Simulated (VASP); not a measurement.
Set up this calculation in VASP 6.6.1, as the native input.

- Task: single point
- Functional: PBE
- Potentials or basis: VASP PAW PBE potentials, release 64 (Se, Zn)
- Cutoff: 520 eV
- k mesh: 8 × 8 × 8
- Occupations: fermi-dirac, width 0.05 eV
- Spin: no spin polarisation
- Further INCAR settings: ALGO = Normal; EDIFF = 1e-07; NBANDS = 16

The structure of ZnSe (Stilleite) lies in POSCAR:

```
ZnSe
1.0
    0.0000000000      2.8338000000      2.8338000000
    2.8338000000      0.0000000000      2.8338000000
    2.8338000000      2.8338000000      0.0000000000
Se Zn
1 1
Direct
    0.7492290000      0.7524180000      0.7487920000
   -0.0092010000     -0.0086460000      0.0078680000
```

The cell isn't the ideal one: atoms moved at random, drawn with an rms of 0.05 Å.

One way to write it, as run:

INCAR

```
SYSTEM = ZnSe
  PREC = Accurate
  ENCUT = 520
  EDIFF = 1E-7
  ISMEAR = -1
  SIGMA = 0.05
  LREAL = .FALSE.
  LASPH = .TRUE.
  NELM = 100
  ALGO = Normal
  ISIF = 2
  LWAVE = .FALSE.
  LCHARG = .FALSE.
  GGA = PE
  NBANDS = 16
```

KPOINTS

```
regular mesh
0
G
  8 8 8
  0 0 0
```

Potentials or basis: VASP PAW PBE potentials, release 64 (Se, Zn).

Command:

```console
$ cat potpaw_PBE.64/Se/POTCAR potpaw_PBE.64/Zn/POTCAR > POTCAR
$ mpirun -np 1 vasp_std > vasp.out
```

Results of the run:

```json
{
 "Pressure": "2.4 GPa",
 "Largest force": "0.316 eV/Å",
 "Band gap on the k mesh": "1.23 eV, direct"
}
```

Wall time 91 s on 1 thread of AMD EPYC 9R45 (Zen 5), with other jobs on the host, peak memory 0.29 GiB.
